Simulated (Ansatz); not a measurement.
## Mo (P6/mmm), stationary points along a deformation path

Theory: Ansatz, DFT PBE, scalar-relativistic, plane waves, PAW. Settings: plane waves to 420 eV, k-mesh 24×24×20 (Γ-centred), Gaussian smearing 0.15 eV. No spin polarisation. Energies are free energies at this smearing, counted from the undisturbed cell; pressure is positive in compression.

The undisturbed cell (as given, not relaxed at this level; it stands at 3.1 GPa; this form isn't the usual structure):

```
Mo
1.0
     2.73551    0.00000    0.00000
    -1.36776    2.36902    0.00000
     0.00000    0.00000    2.55518
Mo
1
Direct
  0.00000 0.00000 0.50000
```

At fixed volume and fractional coordinates, lengths along (0.000, 0.000, 1.000) are scaled against those across it; ρ is that ratio over its starting value. V = 16.559 Å³/atom. Δσ is the stress along the axis less the mean stress across it (compression positive).

```csv
ρ,ΔE (meV/atom),Δσ (GPa),space group
0.850,185.5,48.99,P6/mmm
0.920,21.0,15.28,P6/mmm
0.960,-7.3,3.73,P6/mmm
1.000,0.0,-8.86,P6/mmm
1.100,141.7,-31.62,P6/mmm
1.200,350.9,-41.31,P6/mmm
```

**Question.** How does the stress give the slope of the energy, and where is the energy stationary?

**Answer.** Along the path d ln(length) is 2/3 d ln ρ on the axis and −1/3 d ln ρ across it, so dE/d ln ρ = −(2/3) V Δσ: the energy falls with ρ where Δσ is positive. Δσ vanishes or changes sign between ρ = 0.960 and 1.000, a minimum (near 0.97 by linear interpolation). Pairs of stationary points between two samples would go unseen, and could change a minimum read from distant neighbours into a maximum.

**Question.** Integrate that slope from ρ = 1 to 1.200 by the trapezoid rule.

**Answer.** With V/N in Å³ and 1 eV/Å³ = 160.2 GPa the slopes at ρ = 1.000, 1.100, 1.200 are 610, 2179, 2847 meV/atom per unit of ln ρ. The steps add 132.9 + 218.6 = 351.5 meV/atom, against 350.9 from the energies; the trapezoid rule misses the curvature of the slope within each step.

**Question.** Is the start the lowest point of the path?

**Answer.** No: ρ = 0.960 lies 7.3 meV/atom lower, with no sampled rise above the start on the way. Volume and inner coordinates are held, so a relaxed structure there would lie lower still.

In a metal these slopes depend on the k mesh and the smearing.